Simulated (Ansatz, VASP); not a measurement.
# One calculation of AlN, two programs

```
Al N
1.0
     3.11300    0.00000    0.00000
    -1.55650    2.69594    0.00000
     0.00000    0.00000    4.98100
Al N
2 2
Cartesian
  1.5565 0.8986 2.4905
  0.0000 1.7973 0.0000
  1.5565 0.8986 4.3833
  0.0000 1.7973 1.8928
```

Alike in both runs: task relaxation of cell and atoms; functional RPBE; k mesh 10 × 10 × 6; occupations fermi-dirac, width 0.05 eV; no spin polarisation.

```csv
,VASP,Ansatz
version,VASP 6.6.1,Ansatz 0.2.0
potentials or method,"VASP PAW PBE potentials, release 64 (Al, N)",Ansatz PAW
plane-wave cutoff (eV),600,420
valence electrons in the cell,16,16
```

VASP gave:

- relaxed volume (Å³/atom): 10.80
- relaxed cell length with the largest relative difference (Å): 3.145
- energy change over the relaxation (meV/atom): -7

Question: Estimate Ansatz's values.

Answer: Relaxed volume (Å³/atom): 10.84; relaxed cell length with the largest relative difference (Å): 3.149; energy change over the relaxation (meV/atom): -9.

Caveats: the PAW data sets were made with another functional, which shifts forces and pressure a little (VASP); the plane-wave basis is chosen anew once the cell has moved, so the energies of steps on either side of that aren't comparable (Ansatz); the pressure holds a Pulay correction of +0.4 GPa for the finite cutoff (Ansatz); the PAW data sets come from PBE, with cores solved anew for the run's functional, which leaves a small shift of forces and pressure (Ansatz). RPBE gaps usually lie below the measured ones, often by a third to a half. Zero-point motion and thermal expansion aren't in these numbers.
